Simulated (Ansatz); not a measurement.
## W2C in Ansatz: the effect of functional

W2C:

```
CELL_PARAMETERS angstrom
3.11045 0.00000 0.00000
-1.55522 2.69372 0.00000
0.00000 0.00000 4.73999
ATOMIC_POSITIONS crystal
W 0.66667 0.33333 0.25367
W 0.33333 0.66667 0.74633
C 0.00000 0.00000 0.00000
```

The cell comes from a database or a generator and needn't be the stable form of this composition.

The cell isn't the ideal one: volume scaled by 1.04.

Alike in all runs:

* Program: Ansatz 0.2.0
* Task: single point
* Potentials or basis: Ansatz PAW
* k mesh: 10 × 10 × 6
* Occupations: fermi-dirac, width 0.05 eV
* Spin: no spin polarisation

Question: One run gave: pressure -17.9 GPa; largest force 0.34 eV/Å. Which functional did it use?
A. LDA
B. PBEsol
C. r2SCAN

Answer: C.

```csv
functional,cutoff,pressure (GPa),largest force (eV/Å)
LDA,420 eV (not typed: the program's choice for these potentials),-26.3,0.60
PBEsol,420 eV (not typed: the program's choice for these potentials),-21.3,0.49
r2SCAN,500 eV (not typed: the program's choice for these potentials),-17.9,0.34
```

Caveats: the PAW data sets come from PBE, with cores solved anew for the run's functional, which leaves a small shift of forces and pressure.
